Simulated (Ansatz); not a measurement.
A run of Ansatz 0.2.0:

The input input.yaml:

```yaml
crystal:
  lattice:
    - [2.8273666084, 1.6323808724, 2.3183934932]
    - [-2.8273666084, 1.6323808724, 2.3183934932]
    - [0.0, -3.2647617449, 2.3183934932]
  atoms:
    - { symbol: Ba, position: [0.0, 0.0, 0.0] }
    - { symbol: Ti, position: [0.4845, 0.4845, 0.4845] }
    - { symbol: O, position: [0.5086, 0.0175, 0.5086] }
    - { symbol: O, position: [0.0175, 0.5086, 0.5086] }
    - { symbol: O, position: [0.5086, 0.5086, 0.0175] }
hamiltonian:
  xc: rpbe
  pseudopotentials: { kind: paw }
  dispersion: d3bj
kpoints:
  mp_grid: { grid: [7, 7, 7] }
scf:
  occupations: { method: fermi_dirac, width: 0.05 }
output:
  forces: true
  stress: true
  eigenvalues: true
relax:
  f_tol: 0.01
  max_steps: 40
  cell: { stress_tol: 0.05 }
```

Potentials or basis: Ansatz PAW.

Command:

```sh
$ ansatz run input.yaml --threads 2 --pin off --max-ram 5632MiB --backend cpu --events-out ev --progress --plain --runs-dir out
```

Hardware: 2 threads of AMD EPYC 7R43 64-Core Processor (Zen 3), on a shared host.

Q: Estimate the wall time of this run.

A: Run time: 29 s on 2 threads of AMD EPYC 7R43 64-Core Processor (Zen 3) (shared host), peak memory 0.49 GiB. Counts: scf iterations 56, plane waves 1141, k points 44, bands 25, ion steps 9.
